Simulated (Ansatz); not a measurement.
Runs of Ansatz 0.2.0 on SnTe. It takes space group Fm-3m (No. 225, cubic). Conventional cell: a = 6.302 Å, b = 6.302 Å, c = 6.302 Å, α = 90.00°, β = 90.00°, γ = 90.00°. Te (site symmetry m-3m) has 6 Sn at 3.15 Å as nearest neighbours. Sn (site symmetry m-3m) is surrounded by 6 Te at 3.15 Å. 

```tsv
task	level	spin	cell	k mesh	points for each segment of the path	pressure (GPa)	relaxed volume (Å³/atom)
band structure	PBEsol	SOC, no magnetisation	as given	5 × 5 × 5	14	-0.4	-
band structure	PBEsol	off	as given	7 × 7 × 7	14	-0.4	-
relaxation of cell and atoms	PBEsol	off	relaxed	7 × 7 × 7	-	0.0	31.03
relaxation of cell and atoms	RPBE	off	relaxed	7 × 7 × 7	-	0.0	(b)
relaxation of cell and atoms	LDA	off	relaxed	7 × 7 × 7	-	0.0	30.27
band structure	revPBE	off	as given	7 × 7 × 7	14	3.3	-
band structure	RPBE	off	as given	7 × 7 × 7	14	(a)	-
band structure	LDA	SOC, no magnetisation	as given	5 × 5 × 5	14	-1.6	-
band structure	LDA	off	as given	7 × 7 × 7	14	-1.6	-
```

Alike in all rows: potentials or basis Ansatz PAW; cutoff (eV) 420; smearing fermi-dirac 0.05 eV.

Task: Estimate the missing entries.

Result: (a) 3.7; (b) 34.05.

Caveats: the PAW data sets come from PBE, with cores solved anew for the run's functional, which leaves a small shift of forces and pressure; the plane-wave basis is chosen anew once the cell has moved, so the energies of steps on either side of that aren't comparable (some runs).

Runs at the PBE level aren't shown here.
